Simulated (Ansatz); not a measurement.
# SnO2: enthalpy against pressure

SnO2, P4_2/mnm, a = 4.760 Å, c = 3.201 Å. Ansatz: r2SCAN, PAW, 500 eV, Γ-centred 6×6×6 mesh on 12 atoms, Gaussian smearing 0.02 eV; no spin polarisation. Cell and atoms are relaxed at each pressure, and no other structure is tried, so the rows at high pressure may lie past a change of phase. y is the enthalpy over the state at zero pressure; there V0 = 12.084 Å³/atom. The pressures are the targets, met within 0.05 GPa.

```tsv
P (GPa)	y (eV/atom)
-3.0	-0.2280
0.0	0.0000
3.0	0.2247
8.0	0.5925
15.0	?
30.0	2.1311
```

Q: Fit y = c1 P + c2 P² + c3 P³ to the other rows, say what c1 and c2 mean, and predict the missing value.

A: Least squares on the rows shown. y = 0.075442 P − 0.00018179 P² + 1.1654×10⁻⁶ P³. Since dH/dP = V, c1 is V0: 0.075442 eV/GPa × 160.2 = 12.086 Å³ against 12.084; c2 = −V0/(2B0) gives B0 = 207 GPa, where a Birch–Murnaghan fit to the volumes of the same runs (not shown) gives 204 GPa. At P = 15.0 the fit asked for gives 1.0947 eV/atom. The run gave 1.0950 eV/atom, so the fit is 0.0003 eV/atom too low, a small miss on the scale of the series.